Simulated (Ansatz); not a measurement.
Cr under changes of volume

One of the cells (14.347 Å³/atom); the others are scaled copies at fixed shape and fractional positions:

```
CELL_PARAMETERS angstrom
2.73197 0.00000 0.00000
-1.36599 2.36596 0.00000
0.00000 0.00000 4.43921
ATOMIC_POSITIONS crystal
Cr 0.66667 0.33333 0.75000
Cr 0.33333 0.66667 0.25000
```

This isn't the form of Cr at room conditions, which is bcc.

```yaml
Program: Ansatz 0.2.0
Functional: LDA
Potentials_or_basis: all-electron LAPW, scalar-relativistic
Cutoff: 251 eV (chosen from the basis error)
Basis_error_allowed: 0.001 eV/atom
k_mesh: 11 × 11 × 6
Occupations: fermi-dirac, width 0.05 eV
Spin: collinear spin, ferromagnetic start
Starting_moments: "[3.0, 3.0] μB"
```

```csv
volume (Å³/atom),energy over the lowest point (meV/atom),pressure (GPa),moment (μB per cell)
13.503,0.00,-35.2,0.30
13.784,63.43,-37.1,0.61
14.066,129.37,-38.3,1.10
14.347,196.86,-39.3,1.40
14.628,266.49,-40.4,1.58
14.910,?,?,?
```

**Question.** What does the run at 14.910 Å³/atom give?

**Answer.** Energy over the lowest point 338.04 meV/atom; pressure -41.2 GPa; moment 1.73 μB per cell.

Worked out: A Birch-Murnaghan fit of order 3 (a polynomial in V^(-2/3)) to the other rows has no minimum within the range. It gives 338.16 meV/atom at 14.910 Å³/atom, against the run's 338.04, and -dE/dV = -41.2 GPa, against -41.2. A parabola through the other rows of the moment, of slope 0.506 μB per Å³/atom there, extrapolates to 1.78 μB, against the run's 1.73.

Energies are extrapolated to zero smearing.

Caveats: the starting moments weren't kept (some runs).
